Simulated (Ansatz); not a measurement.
# Replacing O in BaO

Computed with Ansatz (plane waves, PAW, 420 eV cutoff): PBE, scalar-relativistic, spin polarisation where moments were expected, Gaussian smearing of 0.05 eV.

BaO was relaxed to zero pressure in the rocksalt structure.

The structure is cubic, space group Fm-3m (No. 225). Conventional cell: a = 5.574 Å, b = 5.574 Å, c = 5.574 Å, α = 90.00°, β = 90.00°, γ = 90.00°. Around Ba (site symmetry m-3m) lie 6 O at 2.79 Å. Around O (site symmetry m-3m) lie 6 Ba at 2.79 Å. Neighbours are those within 15 % of a site's shortest distance, so a longer bond may be listed from one end only.

Results for BaO: a (Å) 5.574, V (Å³/atom) 21.64, shortest unlike bond (Å) 2.79, gap (eV) 2.10, B0 (GPa) 69, E_f (eV/atom) -2.52.

Question: All O is replaced by S and the cell relaxed again in the same space group. What comes out?

Answer: BaS: a (Å) 6.428, V (Å³/atom) 33.21, shortest unlike bond (Å) 3.21, gap (eV) 2.23, B0 (GPa) 42, E_f (eV/atom) -2.13.

The volume changes by +53.4 %, or +15.3 % in mean length, and the shortest unlike bond by 0.42 Å. The bulk modulus goes from 69.1 to 41.7 GPa, as V^−1.2: with like bonding the larger cell is the softer. The formation energy moves by 0.39 eV/atom, so BaO is the more strongly bound against its own elements. That goes with its larger difference in electronegativity (Pauling: O 3.44, S 2.58, Ba 0.89). For O, S the 2 valence electrons of Ba just fill the anion's shell; these members are gapped.

Spin–orbit coupling is left out, which matters for the heaviest elements here. Gaps are (generalised) Kohn–Sham gaps. E_f is the formation energy from the elements run alike, at 0 K, without zero-point energy or any correction for the binding of gas molecules or dispersion between the molecules, chains or layers of the solid elements; it is good to about 0.01 eV/atom as a calculation.

All runs used the PAW datasets of the set soft_2.
